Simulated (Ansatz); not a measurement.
Structure relaxation of KH₂

Theory: DFT PBE, scalar-relativistic, plane waves, PAW (Ansatz 0.2.0). Cutoff 420 eV, Γ-centred k mesh, Gaussian smearing, no spin polarisation in the final step.

The start puts KH₂ on the cadmium chloride structure type (R-3m, No. 166), with K in place of Cd, H in place of Cl, at a guessed volume.

```xyz
3
Lattice="1.6896 0.9755 5.1031 -1.6896 0.9755 5.1031 0.0000 -1.9510 5.1031" Properties=species:S:1:pos:R:3 pbc="T T T"
K     0.0000    0.0000    0.0000
H     0.0000    0.0000   11.4819
H     0.0000    0.0000    3.8273
```

Steps on the 6×6×6 mesh (3 atoms). 9 of 10 steps are shown, and the free energy counts from the last. Trial steps that were taken back and renewals of the plane-wave basis can be among the rows.

```tsv
step	ΔF (meV/atom)	V (Å³/atom)	P (GPa)	largest force component (eV/Å)
1	385.1	16.82	6.48	0.526
2	274.3	18.39	3.09	0.320
3	186.5	19.28	1.12	0.270
4	123.9	19.26	0.28	0.310
5	67.4	18.82	-0.05	0.358
6	18.7	18.11	0.30	0.257
7	4.4	18.43	-0.59	0.042
9	3.0	18.07	-0.22	0.002
10	0.0	18.07	-0.10	0.002
```

A final relaxation ran on a 12×12×12 mesh. The relaxed crystal, R-3m (No. 166):

```
K H
1.0
     1.92793    1.11309    4.19369
    -1.92793    1.11309    4.19369
     0.00000   -2.22618    4.19369
K H
1 2
Direct
  0.00000 0.00000 0.00000
  0.80505 0.80505 0.80505
  0.19495 0.19495 0.19495
```

* Volume per atom: 18.00 Å³
* Density: 1.26 g/cm³
* Energy over the elements: 0.61 eV/atom
* Gap on the 12×12×12 mesh: 0 eV (a metal)

The zero of energy is the elements' standard structures at the same level (H₂ as a molecule); no fitted shifts are applied.

The final run used a 12×12×12 mesh on its 3-atom cell and 0.10 eV smearing. For metals, differences of a few meV/atom aren't resolved.

A later test with randomly moved atoms lowered the energy by 714 meV/atom on a coarse mesh, so it isn't stable against such moves and is likely a saddle point held by symmetry.

Cost: 6 runs of about 7.2 core-minutes in all, on Arm Neoverse V1 (shared hosts).